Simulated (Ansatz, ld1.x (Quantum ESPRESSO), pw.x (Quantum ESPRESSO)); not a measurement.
# What a changed setting does to a pw.x run (bcc Al)

Potential: ultrasoft, ld1.x (Quantum ESPRESSO) 7.5, PBE; core [Ne], reference 3s2 3p1; waves: 3s (bound): rcut 1.70, rcutus 1.90 bohr; 3s channel at 1 Ry: rcut 1.70, rcutus 1.90 bohr; 3p (bound): rcut 1.50, rcutus 1.85 bohr; 3p channel at 3.9 Ry: rcut 1.50, rcutus 1.85 bohr; 3d channel at 0.35 Ry: rcut 1.60, rcutus 1.95 bohr; local part: all-electron potential smoothed inside 1.80 bohr (lloc = -1); core correction: none; augmentation: PSQ, radius 1.65 bohr.

The reference run (k-mesh 14³, cutoffs 40/320 Ry, Fermi–Dirac 0.01 Ry, mixing_beta 0.4, conv_thr 1e-9, no spin) gives 0.89 GPa at 16.945 Å³/atom, where all-electron LAPW gives 0.07 GPa. This run, with its own iteration cap, changes ecutrho/ecutwfc to 2.

```
&control
  calculation='scf', prefix='x', pseudo_dir='./', outdir='./tmp', tstress=.true., disk_io='none'
/
&system
  ibrav=0, nat=1, ntyp=1, ecutwfc=40, ecutrho=80, nbnd=8,
  occupations='smearing', smearing='fd', degauss=0.01
/
&electrons
  conv_thr=1e-09, mixing_beta=0.4, electron_maxstep=70
/
ATOMIC_SPECIES
Al 1.0 Al.UPF
CELL_PARAMETERS angstrom
  -1.61805716 1.61805716 1.61805716
  1.61805716 -1.61805716 1.61805716
  1.61805716 1.61805716 -1.61805716
ATOMIC_POSITIONS crystal
Al 0.0000 0.0000 0.0000
K_POINTS automatic
14 14 14 0 0 0
```

```bash
pw.x < Al.scf.in > Al.scf.out
```

Problem. How does the run end?

Solution. It converges in 6 iterations; the free energy moves by +2.6 meV/atom and the pressure by +0.16 GPa. Below 4 the density is truncated and F is no longer variational, so a small shift in one case is no licence.

```
Message from routine set_cutoff:
     ecutrho < 4*ecutwfc, are you sure?
     Message from routine setup:
     using ibrav=0 with symmetry is DISCOURAGED, use correct ibrav instead
     lattice parameter (alat)  =       5.2961  a.u.
     unit-cell volume          =     114.3505 (a.u.)^3
     number of electrons       =         3.00
     number of Kohn-Sham states=            8
     kinetic-energy cutoff     =      40.0000  Ry
     charge density cutoff     =      80.0000  Ry
     scf convergence threshold =      1.0E-09
     Exchange-correlation= PBE
     number of k points=   104  Fermi-Dirac smearing, width (Ry)=  0.0100
     iteration #  1     ecut=    40.00 Ry     beta= 0.40
     total energy              =      -4.14446857 Ry
     estimated scf accuracy    <       0.00462141 Ry
     iteration #  2     ecut=    40.00 Ry     beta= 0.40
     total energy              =      -4.14456977 Ry
     estimated scf accuracy    <       0.00157592 Ry
     iteration #  3     ecut=    40.00 Ry     beta= 0.40
     total energy              =      -4.14460024 Ry
     estimated scf accuracy    <       0.00000120 Ry
     iteration #  4     ecut=    40.00 Ry     beta= 0.40
     total energy              =      -4.14460067 Ry
     estimated scf accuracy    <       0.00000020 Ry
     iteration #  5     ecut=    40.00 Ry     beta= 0.40
     total energy              =      -4.14460067 Ry
     estimated scf accuracy    <          1.2E-09 Ry
     iteration #  6     ecut=    40.00 Ry     beta= 0.40
     the Fermi energy is     7.6608 ev
!    total energy              =      -4.14460067 Ry
     estimated scf accuracy    <          4.1E-11 Ry
     smearing contrib. (-TS)   =      -0.00173844 Ry
     The total energy is F=E-TS. E is the sum of the following terms:
     one-electron contribution =       2.80803326 Ry
     hartree contribution      =       0.00315403 Ry
     xc contribution           =      -1.59818346 Ry
     ewald contribution        =      -5.35586607 Ry
     convergence has been achieved in   6 iterations
          total   stress  (Ry/bohr**3)                   (kbar)     P=       10.50
     Message from routine punch:
     Nothing written, as per user request (disk_io='none')
```

The run took about 1.6 s on one core of a shared host (Neoverse-V2, 96 threads, 742 GiB, load 49).
